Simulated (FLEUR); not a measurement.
# CsBr under changes of volume

One of the cells (40.468 Å³/atom); the others are scaled copies at fixed shape and fractional positions:

```
Cs Br
1.0
     4.32562    0.00000    0.00000
     0.00000    4.32562    0.00000
     0.00000    0.00000    4.32562
Cs Br
1 1
Direct
  0.00000 0.00000 0.00000
  0.50000 0.50000 0.50000
```

The cell comes from a database or a generator and needn't be the stable form of this composition.

| Item | Value |
| --- | --- |
| Program | FLEUR MaX-R8.1 (later development tree) |
| Functional | r2SCAN |
| Potentials or basis | all-electron |
| Basis | FLAPW |
| Kmax | 4.1 1/bohr |
| k mesh | 6 × 6 × 6 |
| Occupations | fermi-dirac, width 0.05 eV |
| Spin | no spin polarisation |

| volume (Å³/atom) | energy over the lowest point (meV/atom) | gap on the mesh (eV) |
| --- | --- | --- |
| 38.040 | ? | ? |
| 38.850 | 2.44 | 5.31 |
| 40.468 | 0.00 | 5.13 |
| 42.087 | 1.36 | 4.95 |
| 42.896 | 4.83 | 4.88 |

What does the run at 38.040 Å³/atom give?

Energy over the lowest point 5.49 meV/atom; gap on the mesh 5.41 eV.

Worked out: A Birch-Murnaghan fit of order 2 (a polynomial in V^(-2/3)) to the other rows has its minimum at 40.52 Å³/atom with B0 = V·E''(V) = 12.3 GPa. It gives 6.18 meV/atom at 38.040 Å³/atom, against the run's 5.49. A straight line through the other rows of the gap, of slope -4.39 eV per unit of ln V, extrapolates to 5.40 eV, against the run's 5.41.

Energies are extrapolated to zero smearing.

Caveats: the meta-GGA is that of a development version, with a GGA for the radial functions and cores and without core tails; spin-orbit coupling is left out, which moves the levels of the heavy elements.
